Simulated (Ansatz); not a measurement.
The system is MoSe2.

```
CELL_PARAMETERS angstrom
3.28800 0.00000 0.00000
-1.64400 2.84749 0.00000
0.00000 0.00000 12.90000
ATOMIC_POSITIONS crystal
Mo 0.66667 0.33333 0.75000
Mo 0.33333 0.66667 0.25000
Se 0.66667 0.33333 0.37500
Se 0.33333 0.66667 0.87500
Se 0.66667 0.33333 0.12500
Se 0.33333 0.66667 0.62500
```

Base run:

| Item | Value |
| --- | --- |
| Program | Ansatz 0.2.0 |
| Functional | PBE |
| Potentials or basis | Ansatz PAW |
| Cutoff | 500 eV |
| Density cutoff | 2000 eV |
| k mesh | 9 × 9 × 2 |
| Occupations | fermi-dirac, width 0.05 eV |
| Spin | no spin polarisation |

Its results: band gap on the k mesh 0.89 eV, indirect (least direct gap 1.38 eV); pressure 8.0 GPa; largest force 1.102 eV/Å.

Task: The run is repeated on the same cell with these changes: functional from PBE to r2SCAN; cutoff from 500 eV to 500 eV (not typed: the program's choice for these potentials); hubbard terms from none to Mo d U = 8 eV; hubbard projectors from none to ortho-atomic (the default). What comes out?

Result: Band gap on the k mesh 0.46 eV, indirect (least direct gap 0.78 eV); pressure 11.1 GPa; largest force 0.734 eV/Å.

Several settings changed at once, so the effect can't be laid on one alone.

Caveats: the cell's inner coordinates are idealised or old, which leaves forces on the atoms; odd divisions of the mesh miss points on the zone boundary, where band edges often lie, so the gap on the mesh can be too wide (some runs); this functional lacks dispersion, which binds the layers, so the pressure and a relaxed spacing across them are unreliable (some runs); the PAW data sets come from PBE, with cores solved anew for the run's functional, which leaves a small shift of forces and pressure (some runs).
